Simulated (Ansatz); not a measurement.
PbS:

```xyz
4
Lattice="2.0800 -5.9913 0.0000 2.0800 5.9913 0.0000 0.0000 0.0000 4.2793" Properties=species:S:1:pos:R:3 pbc="T T T"
Pb    2.0800    4.4268    1.0698
Pb    2.0800   -4.4268    3.2095
S     2.0800    1.7399    1.0698
S     2.0800   -1.7399    3.2095
```

Measurements of this composition are mostly on another form, of space group No. 225.

Below is the output of Ansatz 0.2.0 for this cell. Logs are shortened: lines on timing, memory, paths and dates and some standing lists are left out, and cuts for length are marked.

```text
Warning: RAYON_NUM_THREADS=2 ignored (pool sized by the plan → 2); use --threads N
Engine: ansatz 0.2.0, aarch64-unknown-linux-gnu
Pseudopotentials: kind: paw
Pseudopotential: Pb, paw, valence charge 14, recommended cutoff 420 eV (normal), Pb.paw.azcp
Pseudopotential: S, paw, valence charge 6, recommended cutoff 420 eV (normal), S.paw.azcp
Functional definition: unnamed
  exchange = slater_x
  correlation = vwn5_c
Crystal: 4 atoms, lattice volume = 106.654 Å³
Basis set: ecut = 420 eV, 2077 PW (Γ)
Bands: 24, of which v1, the nominal top of the filled ones, is band 20 counted from 1 (19 counted from 0)
Symmetry: 8 space group operations
Space group: Cmcm (ITA 63), of the structure as read, at distance tolerance 4.7e-5 Å
k-points: 64 of 294
Non-local potential: Pb, projectors of the file, l = 0: 2, l = 1: 2, l = 2: 2, l = 3: 2
Non-local potential: S, projectors of the file, l = 0: 2, l = 1: 2, l = 2: 2
PAW form: soft (Blöchl's): semilocal exchange-correlation on the pseudo side does not see the compensation charge
PAW frozen core: Pb, regenerated for the run's functional, and the local potential with it (the file was generated under x = pbe(κ = 0.804, μ = 0.2195149727645171), c = pbe(β = 0.06672455060314922))
PAW frozen core: S, regenerated for the run's functional, and the local potential with it (the file was generated under x = pbe(κ = 0.804, μ = 0.2195149727645171), c = pbe(β = 0.06672455060314922))
PAW one-centre angular grid: Pb, 590 points (default); XC on 64 Gauss nodes
PAW one-centre angular grid: S, 110 points (default); XC on 64 Gauss nodes
Initial density: superposition of atomic densities (neutral atoms: chi_scale 0, normalization atom), corrected by the library's trained network
Initial wavefunctions: pseudopotential atomic-orbital guess
Functional: x = slater, c = vwn5
SCF iter   1: F=—  HF=-24947.866035 eV  |F-HF|=—  |Δ(HF+E_count)|=         —  Δρ=5.97e-3  dr2=5.51e-2  ethr=1.77e-3  ⟨swp⟩=7.0  Hψ=7673  notcnv=0
preconditioner: auto → Resta (q_TF=auto, 2.317 Å⁻¹)  ε∞=3.7  [insulator: Δε(μ)=1.020 eV  Ē_g=13.798 eV  σ=0.050 eV  W_gap=1.00  n_scr=26 (ndim 8)  ℏωp=22.7 eV  f_vac=0.000  D(μ)=0.00/eV (n_scr^D=0)  ε∞_Penn≈3.7]
SCF iter   2: F=—  HF=-24947.849161 eV  |F-HF|=—  |Δ(HF+E_count)|=   1.69e-2  Δρ=2.67e-3  dr2=6.14e-3  ethr=1.38e-4  ⟨swp⟩=1.7  Hψ=2176  notcnv=0
SCF iter   3: F=—  HF=-24947.847117 eV  |F-HF|=—  |Δ(HF+E_count)|=   2.04e-3  Δρ=7.09e-4  dr2=5.44e-4  ethr=1.53e-5  ⟨swp⟩=2.0  Hψ=2812  notcnv=0
SCF iter   4: F=—  HF=-24947.846973 eV  |F-HF|=—  |Δ(HF+E_count)|=   1.44e-4  Δρ=1.83e-4  dr2=3.12e-5  ethr=1.36e-6  ⟨swp⟩=2.0  Hψ=1745  notcnv=0
[... 67 lines left out ...]
SCF 7 converged in 5 iterations: F = -24947.953372 eV  dr2 = 5.65e-12
relax step   7: F+E_penalty+E_count = -24947.95337231 eV  Δ(F+E_penalty+E_count) = +8.376e-4 eV  max|allowed force component| = 9.204e-4 eV/Å  Δτ_max = 0.0000 Å  P = -0.003 GPa  Ω = 96.996 Å³  stress off target by 8.01e-3 GPa  SCF on the basis re-selected at this cell (its energy is not comparable with the rows above)  (5 SCF iters)
basis re-selected at this cell: Δ(F+E_penalty+E_count) = +8.376e-4 eV, ΔP = -0.005 GPa vs the last step (what re-selecting the basis moved, of the pressure what is left beyond the Pulay correction that the steps carried, after the strain that the cell walked since its last selection, with what the two solves' SCF thresholds leave and, on support functions, any second-order correction that the steps lacked; it is no measure of the basis error at this ecutwfc). This SCF's stress stands 8.01e-3 GPa from its target on what of the cell is left free (relax.cell.stress_tol is 5.00e-2 GPa) and its largest allowed force component is 9.20e-4 eV/Å (relax.f_tol is 1.00e-2 eV/Å): within both
SCF converged after 5 iterations
Free energy (F): -24947.953372 eV
Harris-Foulkes:  -24947.953372 eV  (|F-HF|=3.64e-12)
Internal energy: -24947.953370 eV  (E = F + TS)
E sigma→0 (E₀):  -24947.953371 eV
Entropy (-TS):   -0.000002 eV (-0.000 meV/atom)
Fermi energy:    9.047085 eV
--- Per-component energies (eV) ---
  E_band       = -87.895395
  E_kinetic    = 792.110967
  E_local      = -2356.344880  (includes V_loc(G=0)·N_el)
  E_nonlocal   = 767.762712
  E_hartree    = 916.404822
  E_xc         = -632.714819
  E_vxc        = -444.654063  (∫ρ·V_xc dr)
  E_paw        = -21341.958032  (= ΣΔE_a)
  E_vpaw       = -679.579865  (= ΣTr[D̂ρ^β])
  E_aug_tail   = 0.000092  (compensation charges beyond the density's cutoff)
  E_ewald      = -3093.366507
  E_core_change = 0.152274  (= ΣΔE_core)
  E_smearing   = -0.000002  (= −TS)
  E_closure    = -0.000000  (closes the sum)
  Σ components = -24947.953372   (vs F -24947.953372, Δ=0.00e0)
--- Forces (eV/Å), atoms counted from 1 ---
  atom   1  Pb     0.00000000     0.00079358    -0.00000000
  atom   2  Pb     0.00000000    -0.00079358     0.00000000
  atom   3  S      0.00000000    -0.00092039     0.00000000
  atom   4  S      0.00000000     0.00092039    -0.00000000
  max |Σ_I F_I| component: 0.00e0 eV/Å
--- Stress (GPa, compression-positive) ---
       -0.008008       0.000000       0.000000
        0.000000      -0.000904      -0.000000
        0.000000      -0.000000      -0.000748
  P = ⅓ Tr σ = -0.0032 GPa (-0.032 kbar)
--- Relaxed structure (6 steps of the walk, 6 accepted, 1 SCFs on fresh bases) ---
  F+E_penalty+E_count = -24947.95337231 eV   max|allowed force component| = 9.204e-4 eV/Å   (the final SCF, on the basis selected at the relaxed cell)
  cell:  # Å, volume = 96.9962 Å³
    - [2.0284892151483493, -5.70355546943132, 0.0]
    - [2.0284892151483493, 5.70355546943132, 0.0]
    - [0.0, 0.0, 4.1918555703809695]
  atoms:
    - { symbol: Pb, position: [0.12532292160290498, 0.874677078397095, 0.25] }
    - { symbol: Pb, position: [0.874677078397095, 0.12532292160290498, 0.7500000000000001] }
    - { symbol: S, position: [0.35951901543125186, 0.6404809845687481, 0.25] }
    - { symbol: S, position: [0.6404809845687481, 0.35951901543125186, 0.7500000000000001] }
```

Write the input and the command behind it.

Relaxation of cell and atoms with SVWN5, no spin polarisation. The files as run (others can give the same):

input.yaml
```yaml
crystal:
  lattice:
    - [2.079952695, -5.991296865, 0.0]
    - [2.079952695, 5.991296865, 0.0]
    - [0.0, 0.0, 4.27932094]
  atoms:
    - { symbol: Pb, position: [0.13056335, 0.86943665, 0.25] }
    - { symbol: Pb, position: [0.86943665, 0.13056335, 0.75] }
    - { symbol: S, position: [0.35479709, 0.64520291, 0.25] }
    - { symbol: S, position: [0.64520291, 0.35479709, 0.75] }
hamiltonian:
  xc: { exchange: slater, correlation: vwn5 }
  pseudopotentials: { kind: paw }
kpoints:
  mp_grid: { grid: [7, 7, 6] }
scf:
  occupations: { method: fermi_dirac, width: 0.05 }
output:
  forces: true
  stress: true
relax:
  f_tol: 0.01
  max_steps: 40
  cell: { stress_tol: 0.05 }
```

Potentials or basis: Ansatz PAW.
The run is started by
```bash
$ ansatz run input.yaml --threads 2 --pin off --max-ram 5120MiB --backend cpu --events-out ev --progress --plain --runs-dir out
```

Caveat: odd divisions of the mesh miss points on the zone boundary, where band edges often lie, so the gap on the mesh can be too wide; the plane-wave basis is chosen anew once the cell has moved, so the energies of steps on either side of that aren't comparable; spin-orbit coupling is left out, which as a rule narrows the gap of such compounds by several tenths of an eV; the PAW data sets come from PBE, with cores solved anew for the run's functional, which leaves a small shift of forces and pressure.
